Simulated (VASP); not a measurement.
The system is GaAs.

```xyz
2
Lattice="0.0000 2.8314 2.8314 2.8314 0.0000 2.8314 2.8314 2.8314 0.0000" Properties=species:S:1:pos:R:3 pbc="T T T"
Ga    0.0000    0.0000    0.0000
As    1.4157    1.4157    1.4157
```

Program: VASP 6.6.1. Alike in all runs: task band structure; no spin polarisation; cell as given; k mesh 10 × 10 × 10; cutoff (eV) 520; smearing gaussian 0.03 eV.

Task: Order these runs on this cell by their pressure, lowest first.
A. level LDA; potentials or basis VASP PAW LDA potentials, release 64 (Ga_d, As)
B. level PBE; potentials or basis VASP PAW PBE potentials, release 64 (Ga_d, As)
C. level r2SCAN; potentials or basis VASP PAW PBE potentials, release 64 (Ga_d, As)

Result: A (-1.9 GPa), C (0.3 GPa), B (3.1 GPa).

Caveats: the PAW data sets were made with another functional, which shifts forces and pressure a little (some runs).
